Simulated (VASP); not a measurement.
# SnSe2 (P-3m1) in VASP: notebook, part 2 of 2

VASP 6.6.1. Earlier steps stand in the parts before.

## 4. Phonons, r2SCAN

This run uses another cell than the first one, of 27.86 Å³/atom, 1.132 times its volume.

File POSCAR:

```
SnSe2
1.0
    3.8425214528      0.0000000000      0.0000000000
   -1.9212607264      3.3277211927      0.0000000000
    0.0000000000      0.0000000000      6.5365189161
  Sn              Se
     1     2
Direct
     0.0000000000000000    0.0000000000000000    0.0000000000000000
     0.3333333332999970    0.6666666667000030    0.2408219348309473
     0.6666666667000030    0.3333333332999970    0.7591780651690527
```

File INCAR.step1:

```
ALGO = Normal
EDIFF = 1E-8
EDIFFG = -0.002
ENCUT = 600
IBRION = 2
ISIF = 3
ISMEAR = 0
KPAR = 2
LASPH = True
LCHARG = False
LMIXTAU = True
LREAL = False
LWAVE = False
METAGGA = R2SCAN
NELM = 80
NSW = 40
PREC = Accurate
SIGMA = 0.03
```

File INCAR.step2:

```
ALGO = Normal
EDIFF = 1E-8
ENCUT = 600
IBRION = 6
ISIF = 2
ISMEAR = 0
KPAR = 2
LASPH = True
LCHARG = False
LMIXTAU = True
LREAL = False
LWAVE = False
METAGGA = R2SCAN
NELM = 80
NFREE = 2
NSW = 1
POTIM = 0.015
PREC = Accurate
SIGMA = 0.03
```

File KPOINTS:

```
k-points
0
Gamma
  9 9 5
```

Potentials or basis: VASP PAW PBE potentials, release 64 (Sn_d, Se).

On the command line:

```sh
$ cat potpaw_PBE.64/Sn_d/POTCAR potpaw_PBE.64/Se/POTCAR > POTCAR
$ cp INCAR.step1 INCAR
$ mpirun -np 2 vasp_std > vasp.out
$ cp CONTCAR POSCAR
$ cp INCAR.step2 INCAR
$ mpirun -np 2 vasp_std > vasp.out
```

OUTCAR:

```text
EDIFF = 1E-8
   ENCUT = 600
   IBRION = 6
   ISIF = 2
   ISMEAR = 0
   LASPH = True
   LREAL = False
   METAGGA = R2SCAN
   NELM = 80
   NFREE = 2
   NSW = 1
   POTIM = 0.015
   PREC = Accurate

 ion  position               nearest neighbor table
   1  0.000  0.000  0.000-   2 2.72   3 2.72   2 2.72   3 2.72   3 2.72   2 2.72
   2  0.333  0.667  0.242-   1 2.72   1 2.72   1 2.72
   3  0.667  0.333  0.758-   1 2.72   1 2.72   1 2.72

  LATTYP: Found a hexagonal cell.
 ALAT       =     3.8416439520
 C/A-ratio  =     1.6971425870

  Lattice vectors:

 A1 = (   3.8416439520,   0.0000000000,   0.0000000000)
 A2 = (  -1.9208219760,   3.3269612547,   0.0000000000)
 A3 = (  -0.0000000000,   0.0000000000,   6.5198175550)

Analysis of symmetry for initial positions (statically):
=====================================================================
 Subroutine PRICEL returns:
 Original cell was already a primitive cell.

 Routine SETGRP: Setting up the symmetry group for a
 hexagonal supercell.

 Subroutine GETGRP returns: Found 12 space group operations
 (whereof 12 operations were pure point group operations)
 out of a pool of 24 trial point group operations.

The static configuration has the point symmetry D_3d.

Analysis of symmetry for dynamics (positions and initial velocities):
=====================================================================
 Subroutine PRICEL returns:
 Original cell was already a primitive cell.

 Routine SETGRP: Setting up the symmetry group for a
 hexagonal supercell.

 Subroutine GETGRP returns: Found 12 space group operations
 (whereof 12 operations were pure point group operations)
 out of a pool of 24 trial point group operations.

The dynamic configuration has the point symmetry D_3d.

 Subroutine INISYM returns: Found 12 space group operations
 (whereof 12 operations are pure point group operations),
 and found     1 'primitive' translations

----------------------------------------------------------------------------------------

                                     Primitive cell

  volume of cell :      83.3298

  direct lattice vectors                    reciprocal lattice vectors
     3.841643952  0.000000000  0.000000000     0.260305227  0.150287293  0.000000000
    -1.920821976  3.326961255  0.000000000     0.000000000  0.300574585  0.000000000
    -0.000000000  0.000000000  6.519817555     0.000000000  0.000000000  0.153378525

  length of vectors
     3.841643952  3.841643952  6.519817555     0.300574585  0.300574585  0.153378525

  position of ions in fractional coordinates (direct lattice)
     0.000000000  0.000000000  0.000000000
     0.333333333  0.666666667  0.241516955
     0.666666667  0.333333333  0.758483045

  ion indices of the primitive-cell ions
   primitive index   ion index
                 1           1
                 2           2
                 3           3

[... 106 lines left out ...]
  volume of cell :       83.33
 maximum number of plane-waves:      2810
 NGX is ok and might be reduce to    32
   NGX = 15   NGY = 15   NGZ = 27

--------------------------------------- Ionic step        1  -------------------------------------------

 number of electron      25.9999998 magnetization

 Free energy of the ion-electron system (eV)
  ---------------------------------------------------
  ext. energy  EPLUGINS =         0.00000000
  ---------------------------------------------------
  free energy    TOTEN  =       -54.64103373 eV

  energy without entropy =      -54.64103373  energy(sigma->0) =      -54.64103373

------------------------ aborting loop because EDIFF is reached ----------------------------------------

  FORCE on cell =-STRESS in cart. coord.  units (eV):
  Direction    XX          YY          ZZ          XY          YZ          ZX
  --------------------------------------------------------------------------------------
  -------------------------------------------------------------------------------------
  Total        0.0043986      0.0043986     -0.0003717      0.0000000      0.0000000      0.0000000
  in kB        0.0845715      0.0845715     -0.0071457      0.0000000      0.0000000      0.0000000
  external PRESSURE =       0.0539991 kB  Pullay stress =       0.0000000 kB
[... 283 lines left out ...]
--------------------------------------- Ionic step        9  -------------------------------------------

 number of electron      25.9999998 magnetization

 Free energy of the ion-electron system (eV)
  ---------------------------------------------------
  ext. energy  EPLUGINS =         0.00000000
  ---------------------------------------------------
  free energy    TOTEN  =       -54.64002255 eV

  energy without entropy =      -54.64002255  energy(sigma->0) =      -54.64002255

 E-fermi :   3.2129     XC(G=0):  -9.5825

 val. band max:        3.0089448315   @ k =   0.1111  -0.0000   0.2000
 cond. band min:       4.0742236460   @ k =   0.0000   0.4444   0.4000
 fundamental gap:      1.0652788145
 Fermi energy:         3.2129397727

 k-point     1 :       0.0000    0.0000    0.0000
  band No.  band energies     occupation
      1     -18.7818      2.00000
      2     -18.7818      2.00000
      3     -18.7273      2.00000
      4     -18.7193      2.00000
      5     -18.7193      2.00000
      6     -11.0791      2.00000
[... 457 lines left out ...]
      4     -18.7150      2.00000
      5     -18.7031      2.00000
      6     -10.2537      2.00000
[... 9 lines left out ...]
     16       8.6131      0.00000
     17       9.8723      0.00000

 [... further k-points ...]

------------------------ aborting loop because EDIFF is reached ----------------------------------------

  FORCE on cell =-STRESS in cart. coord.  units (eV):
  Direction    XX          YY          ZZ          XY          YZ          ZX
  --------------------------------------------------------------------------------------
  -------------------------------------------------------------------------------------
  Total        0.0958507      0.0958507      0.2278428      0.0000000     -0.0000000      0.0000000
  in kB        1.8429161      1.8429161      4.3807208      0.0000000     -0.0000000      0.0000000
  external PRESSURE =       2.6888510 kB  Pullay stress =       0.0000000 kB
[... 18 lines left out ...]
  FREE ENERGIE OF THE ION-ELECTRON SYSTEM (eV)
  ---------------------------------------------------
  free  energy   TOTEN  =       -54.6400225474 eV

  energy  without entropy=      -54.6400225474  energy(sigma->0) =      -54.64002255

 INTERNAL STRAIN TENSORS FROM DISPLACED ATOMS
 ============================================

 INTERNAL STRAIN TENSOR FOR ION    1 for displacements in x,y,z  (eV/Angst):
          X           Y           Z          XY          YZ          ZX
  --------------------------------------------------------------------------------
  x     0.00000     0.00000     0.00000     0.00000     0.00000     0.00000
  y     0.00000     0.00000     0.00000     0.00000     0.00000     0.00000
  z     0.00000     0.00000     0.00000     0.00000     0.00000     0.00000

 INTERNAL STRAIN TENSOR FOR ION    3 for displacements in x,y,z  (eV/Angst):
          X           Y           Z          XY          YZ          ZX
  --------------------------------------------------------------------------------
  x    -0.00000    -0.00000    -0.00000    -0.39931     0.00000     5.49118
  y    -0.39931     0.39931     0.00000    -0.00000     5.49118    -0.00000
  z     5.92164     5.92164    15.24138    -0.00000     0.00000    -0.00000

 Eigenvectors and eigenvalues of the dynamical matrix
 ----------------------------------------------------

   1 f  =    7.521126 THz    47.256626 2PiTHz  250.877745 cm-1    31.104862 meV
             X         Y         Z           dx          dy          dz
      0.000000  0.000000  0.000000     0.000000   -0.000000   -0.755512
     -0.000000  2.217974  1.574646    -0.000000   -0.000000    0.463250
      1.920822  1.108987  4.945171     0.000000    0.000000    0.463250
[... 43 lines left out ...]
   9 f/i=    0.000554 THz     0.003478 2PiTHz    0.018463 cm-1     0.002289 meV
             X         Y         Z           dx          dy          dz
      0.000000  0.000000  0.000000     0.000000   -0.000000   -0.655135
     -0.000000  2.217974  1.574646     0.000000   -0.000000   -0.534227
      1.920822  1.108987  4.945171     0.000000   -0.000000   -0.534227

 ELASTIC MODULI CONTR FROM IONIC RELAXATION (kBar)
 Direction    XX          YY          ZZ          XY          YZ          ZX
 --------------------------------------------------------------------------------
 XX        -134.2679   -131.1609   -341.5865     -0.0000     21.3636      0.0000
 YY        -131.1609   -134.2679   -341.5865     -0.0000    -21.3636      0.0000
 ZZ        -341.5865   -341.5865   -879.1912     -0.0000      0.0000      0.0000
 XY          -0.0000     -0.0000     -0.0000     -1.5535      0.0000     21.3636
 YZ          21.3636    -21.3636      0.0000      0.0000   -293.7859     -0.0000
 ZX           0.0000      0.0000      0.0000     21.3636     -0.0000   -293.7857
 --------------------------------------------------------------------------------
```

Wall time 61 min (2 MPI ranks of AMD EPYC 7R13 (Zen 3), shared host); peak memory 0.67 GiB.

What came out:

```yaml
Relaxed_volume: 27.78 Å³/atom
Relaxed_cell: a = 3.842 Å, b = 3.842 Å, c = 6.520 Å, α = 90.00°, β = 90.00°, γ = 120.00°
Space_group_after_relaxing_to_0.05_Å: P-3m1 (No. 164)
Highest_phonon_frequency_at_Γ_LO-TO_splitting_left_out: 251 cm⁻¹
```

Final structure:
```yaml
crystal:
  lattice:
    - [3.84164, 0.00000, 0.00000]
    - [-1.92082, 3.32696, 0.00000]
    - [0.00000, 0.00000, 6.51982]
  atoms:
    - { symbol: Sn, position: [0.00000, 0.00000, 0.00000] }
    - { symbol: Se, position: [0.33333, 0.66667, 0.24152] }
    - { symbol: Se, position: [0.66667, 0.33333, 0.75848] }
```

Phonon frequencies in cm⁻¹ (negative: imaginary):
```
              q point                    frequencies
(0.000, 0.000, 0.000)  0 0 0 117 117 145 145 187 251
```

Caveat: the PAW data sets were made with another functional, which shifts forces and pressure a little.

## 5. Phonons, PBE+D3(BJ)

This run uses another cell than the first one, of 25.58 Å³/atom, 1.039 times its volume.

File POSCAR:

```
SnSe2
1.0
    3.8408446087      0.0000000000     -0.0000000000
   -1.9204223043      3.3262690031      0.0000000000
   -0.0000000000     -0.0000000000      6.0073279042
  Sn              Se
     1     2
Direct
     1.0000000000000000    0.0000000000000000    0.0000000000000000
     0.3333333332999970    0.6666666667000030    0.2655066399961811
     0.6666666667000030    0.3333333332999970    0.7344933600038188
```

File INCAR.step1:

```
SYSTEM = SnSe2
PREC     = Accurate       ! precision mode
ENCUT    = 600            ! plane-wave cutoff, eV
EDIFF    = 1E-8           ! SCF threshold, eV
ISMEAR   = 0              ! smearing method
SIGMA    = 0.03           ! smearing width, eV
LREAL    = .False.        ! projectors in reciprocal space
LASPH    = .True.         ! aspherical terms in the spheres
NELM     = 80             ! most SCF steps
ALGO     = Normal         ! electronic algorithm
ISIF     = 3              ! what is computed and relaxed
LWAVE    = .False.        ! write WAVECAR
LCHARG   = .False.        ! write CHGCAR
GGA      = PE             ! functional
IVDW     = 12             ! dispersion correction
KPAR     = 2            
IBRION   = 2              ! ionic algorithm
NSW      = 40             ! ionic steps
EDIFFG   = -0.002         ! ionic threshold
```

File INCAR.step2:

```
SYSTEM = SnSe2
PREC     = Accurate       ! precision mode
ENCUT    = 600            ! plane-wave cutoff, eV
EDIFF    = 1E-8           ! SCF threshold, eV
ISMEAR   = 0              ! smearing method
SIGMA    = 0.03           ! smearing width, eV
LREAL    = .False.        ! projectors in reciprocal space
LASPH    = .True.         ! aspherical terms in the spheres
NELM     = 80             ! most SCF steps
ALGO     = Normal         ! electronic algorithm
ISIF     = 2              ! what is computed and relaxed
LWAVE    = .False.        ! write WAVECAR
LCHARG   = .False.        ! write CHGCAR
GGA      = PE             ! functional
IVDW     = 12             ! dispersion correction
KPAR     = 2            
IBRION   = 6              ! ionic algorithm
NFREE    = 2            
POTIM    = 0.015          ! step
NSW      = 1              ! ionic steps
```

File KPOINTS:

```
Automatic mesh
0
Gamma
  9 9 5
  0 0 0
```

Potentials or basis: VASP PAW PBE potentials, release 64 (Sn_d, Se).

On the command line:

```sh
$ cat potpaw_PBE.64/Sn_d/POTCAR potpaw_PBE.64/Se/POTCAR > POTCAR
$ cp INCAR.step1 INCAR
$ mpirun -np 2 vasp_std > vasp.out
$ cp CONTCAR POSCAR
$ cp INCAR.step2 INCAR
$ mpirun -np 2 vasp_std > vasp.out
```

OUTCAR:

```text
SYSTEM = SnSe2
   PREC = Accurate
   ENCUT = 600
   EDIFF = 1E-8
   ISMEAR = 0
   LREAL = .False.
   LASPH = .True.
   NELM = 80
   ISIF = 2
   GGA = PE
   IVDW = 12
   IBRION = 6
   NFREE = 2
   POTIM = 0.015
   NSW = 1
 IVDW          = 12

 ion  position               nearest neighbor table
   1  0.000  0.000  0.000-   2 2.73   3 2.73   2 2.73   3 2.73   3 2.73   2 2.73
   2  0.333  0.667  0.265-   1 2.73   1 2.73   1 2.73
   3  0.667  0.333  0.735-   1 2.73   1 2.73   1 2.73

  LATTYP: Found a hexagonal cell.
 ALAT       =     3.8412678310
 C/A-ratio  =     1.5636722186

  Lattice vectors:

 A1 = (   3.8412678310,   0.0000000000,   0.0000000000)
 A2 = (  -1.9206339154,   3.3266355243,   0.0000000000)
 A3 = (   0.0000000000,   0.0000000000,   6.0064837915)

Analysis of symmetry for initial positions (statically):
[... 1003 lines left out ...]

 [... further k-points ...]

------------------------ aborting loop because EDIFF is reached ----------------------------------------

 Edisp (eV)   -1.09133

 E8    (eV) :    -0.4777
[... 26 lines left out ...]
  FREE ENERGIE OF THE ION-ELECTRON SYSTEM (eV)
  ---------------------------------------------------
  free  energy   TOTEN  =       -12.8967734794 eV

  energy  without entropy=      -12.8967734794  energy(sigma->0) =      -12.89677348

 INTERNAL STRAIN TENSORS FROM DISPLACED ATOMS
 ============================================

 INTERNAL STRAIN TENSOR FOR ION    1 for displacements in x,y,z  (eV/Angst):
          X           Y           Z          XY          YZ          ZX
  --------------------------------------------------------------------------------
  x     0.00000     0.00000     0.00000     0.00000     0.00000     0.00000
  y     0.00000     0.00000     0.00000     0.00000     0.00000     0.00000
  z     0.00000     0.00000     0.00000     0.00000     0.00000     0.00000

 INTERNAL STRAIN TENSOR FOR ION    3 for displacements in x,y,z  (eV/Angst):
          X           Y           Z          XY          YZ          ZX
  --------------------------------------------------------------------------------
  x    -0.00000     0.00000    -0.00000    -0.88822     0.00000     5.03899
  y    -0.88822     0.88822    -0.00000     0.00000     5.03899     0.00000
  z     4.96942     4.96942    13.33616     0.00000    -0.00000     0.00000

 Eigenvectors and eigenvalues of the dynamical matrix
 ----------------------------------------------------

   1 f  =    7.209217 THz    45.296848 2PiTHz  240.473601 cm-1    29.814913 meV
             X         Y         Z           dx          dy          dz
      0.000000  0.000000  0.000000     0.000000   -0.000000   -0.755954
     -0.000000  2.217757  1.594555     0.000000   -0.000000    0.462890
      1.920634  1.108879  4.411929    -0.000000    0.000000    0.462890
[... 43 lines left out ...]
   9 f/i=    0.004335 THz     0.027236 2PiTHz    0.144593 cm-1     0.017927 meV
             X         Y         Z           dx          dy          dz
      0.000000  0.000000  0.000000    -0.000000   -0.000000   -0.654625
     -0.000000  2.217757  1.594555    -0.000000   -0.000000   -0.534540
      1.920634  1.108879  4.411929    -0.000000   -0.000000   -0.534540

 ELASTIC MODULI CONTR FROM IONIC RELAXATION (kBar)
 Direction    XX          YY          ZZ          XY          YZ          ZX
 --------------------------------------------------------------------------------
 XX        -115.7491   -100.8605   -290.6517     -0.0000     42.2328      0.0000
 YY        -100.8605   -115.7491   -290.6517     -0.0000    -42.2328     -0.0000
 ZZ        -290.6517   -290.6517   -780.0063     -0.0000     -0.0000     -0.0000
 XY          -0.0000     -0.0000     -0.0000     -7.4443     -0.0000     42.2328
 YZ          42.2328    -42.2328     -0.0000     -0.0000   -239.5938     -0.0000
 ZX           0.0000     -0.0000     -0.0000     42.2328     -0.0000   -239.5936
 --------------------------------------------------------------------------------
```

OUTCAR.step1:

```text
SYSTEM = SnSe2
   PREC = Accurate
   ENCUT = 600
   EDIFF = 1E-8
   ISMEAR = 0
   LREAL = .False.
   LASPH = .True.
   NELM = 80
[... 769 lines left out ...]
     -0.00000      2.21776      1.59456        -0.000000     -0.000000     -0.001543
      1.92063      1.10888      4.41193         0.000000      0.000000      0.001543
 -----------------------------------------------------------------------------------
    total drift:                                0.000000      0.000000     -0.000000

  FREE ENERGIE OF THE ION-ELECTRON SYSTEM (eV)
  ---------------------------------------------------
  free  energy   TOTEN  =       -12.8977016773 eV

  energy  without entropy=      -12.8977016773  energy(sigma->0) =      -12.89770168

 reached required accuracy - stopping structural energy minimisation
```

It took 3.4 min on 2 MPI ranks of Intel Xeon 6975P-C (Granite Rapids), shared host; peak memory 0.63 GiB.

What came out:

* Highest phonon frequency at Γ, LO-TO splitting left out: 240 cm⁻¹
* Dispersion energy per atom: -0.364 eV

Phonon frequencies in cm⁻¹ (negative: imaginary):
```
              q point                    frequencies
(0.000, 0.000, 0.000)  0 0 0 123 123 142 142 181 240
```
